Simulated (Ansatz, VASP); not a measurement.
**Two plane-wave programs on InSb**

The input INCAR:

```
PREC     = Accurate       # precision mode
ENCUT    = 520            # plane-wave cutoff, eV
EDIFF    = 1E-6           # SCF threshold, eV
ISMEAR   = 0              # smearing method
SIGMA    = 0.15           # smearing width, eV
LREAL    = False          # projectors in reciprocal space
LASPH    = True           # aspherical terms in the spheres
NELM     = 100            # most SCF steps
ALGO     = Normal         # electronic algorithm
ISIF     = 2              # what is computed and relaxed
LWAVE    = False          # write WAVECAR
LCHARG   = True           # write CHGCAR
GGA      = PE             # functional
LELF     = True           # ELF
LVHAR    = True         
NBANDS   = 16             # bands
```

File KPOINTS:

```
regular mesh
0
Gamma
  12 12 12
```

The input POSCAR:

```
InSb
1.0
    0.0000000000      3.2391000000      3.2957842500
    3.2391000000      0.0000000000      3.2957842500
    3.2391000000      3.2391000000      0.0000000000
In Sb
1 1
Direct
    0.0000000000      0.0000000000      0.0000000000
    0.7500000000      0.7500000000      0.7500000000
```

Input for Ansatz:

```yaml
crystal:
  lattice:
    - [0.0, 3.2391, 3.29578425]
    - [3.2391, 0.0, 3.29578425]
    - [3.2391, 3.2391, 0.0]
  atoms:
    - { symbol: In, position: [0.0, 0.0, 0.0] }
    - { symbol: Sb, position: [0.75, 0.75, 0.75] }
basis:
  ecutwfc: 420
kpoints:
  mp_grid: { grid: [12, 12, 12] }
hamiltonian:
  xc: pbe
scf:
  occupations: { method: gaussian, width: 0.15 }
output:
  forces: true
  stress: true
  eigenvalues: true
  write_density: true
  write_potential: true
  elf: true
  volumetric_format: npy
```

Change from the starting cell: strain +0.0175 x Voigt [0, 0, 1, 0, 0, 0], atoms carried along.

Alike in both runs: task single point; functional PBE; k mesh 12 × 12 × 12; occupations gaussian, width 0.15 eV; no spin polarisation.

```csv
,VASP,Ansatz
version,VASP 6.6.1,Ansatz 0.2.0
potentials or method,"VASP PAW PBE potentials, release 64 (In_d, Sb)","scalar-relativistic, plane waves, PAW"
plane-wave cutoff (eV),520,420
valence electrons in the cell,18,28
```

```tsv
	VASP	Ansatz	Ansatz less VASP
gap on the k mesh at the Fermi level (eV)	none	none	-
pressure (GPa)	2.3	2.3	+0.03
largest component of the traceless stress (GPa)	0.31	0.31	0.000
```

A gap of «none» marks a metal or a gap that the smearing closes. With one functional, cell and mesh, what is left measures potentials, basis and numerics. The two sets of potentials don't hold the same shells in valence.

The runs have no spin-orbit coupling, so splittings on Sb are missing.
